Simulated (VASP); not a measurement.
A run of VASP 6.6.1 is set up as follows.

File INCAR:

```
PREC = Accurate ; ENCUT = 600
EDIFF = 1E-7 ; ISMEAR = 1
SIGMA = 0.1 ; LREAL = False
LASPH = True ; NELM = 80
ALGO = Normal ; ISIF = 3
LWAVE = False ; LCHARG = False
GGA = PS ; IBRION = 2
NSW = 90 ; EDIFFG = -0.005
```

File KPOINTS:

```
Automatic mesh
0
Gamma
  18 18 18
```

POSCAR

```
Al                                      
1.0
    0.0000000000      2.0080732952      2.0080732952
    2.0080732952     -0.0000000000      2.0080732952
    2.0080732952      2.0080732952     -0.0000000000
  Al            
     1
Direct
     0.0000000000000000    0.0000000000000000    0.0000000000000000
```

Potentials or basis: VASP PAW PBE potentials, release 64 (Al).

Launch:

```console
$ cat potpaw_PBE.64/Al/POTCAR > POTCAR
$ mpirun -np 1 vasp_std > vasp.out
```

Q: What does it give for the band gap on the k mesh?

A: None (metal or under the smearing width).

Final structure:
```
CELL_PARAMETERS angstrom
0.00000 2.00807 2.00807
2.00807 0.00000 2.00807
2.00807 2.00807 0.00000
ATOMIC_POSITIONS crystal
Al 0.00000 0.00000 0.00000
```

Caveat: the relaxation stopped at its first step, so nothing moved.
